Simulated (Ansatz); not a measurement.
Runs of Ansatz 0.2.0 on AlN. Symmetry: F-43m, No. 216, cubic system. Conventional cell: a = 4.368 Å, b = 4.368 Å, c = 4.368 Å, α = 90.00°, β = 90.00°, γ = 90.00°. Around Al (site symmetry -43m) lie 4 N at 1.89 Å. N (site symmetry -43m) has 4 Al at 1.89 Å as nearest neighbours. Measurements of this composition are mostly on another form, of space group No. 186.

```tsv
task	level	cell	cutoff (eV)	smearing	gap on the mesh (eV)	pressure (GPa)	relaxed volume (Å³/atom)
relaxation of cell and atoms	PBEsol	relaxed	-	fermi-dirac 0.05 eV	3.19	0.0	(b)
single point	PBE	as given	378	gaussian 0.026 eV	3.32	4.8	-
relaxation of cell and atoms	revPBE+D3(BJ)	relaxed	-	fermi-dirac 0.05 eV	3.35	0.0	10.36
relaxation of cell and atoms	PBE+D4	relaxed	-	fermi-dirac 0.05 eV	3.32	0.0	10.42
relaxation of cell and atoms	revPBE+D4	relaxed	-	fermi-dirac 0.05 eV	3.35	0.0	(a)
relaxation of cell and atoms	PBEsol+D3(BJ)	relaxed	-	fermi-dirac 0.05 eV	3.20	0.0	10.30
single point	PBE	as given	378	gaussian 0.03 eV	3.32	4.8	-
```

Alike in all rows: potentials or basis all-electron LAPW, scalar-relativistic; no spin polarisation; k mesh 10 × 10 × 10; basis error allowed 0.001 eV/atom.

**Question.** Estimate the missing entries.

**Answer.** (a) 10.28; (b) 10.48.

A k mesh can miss the band edges.
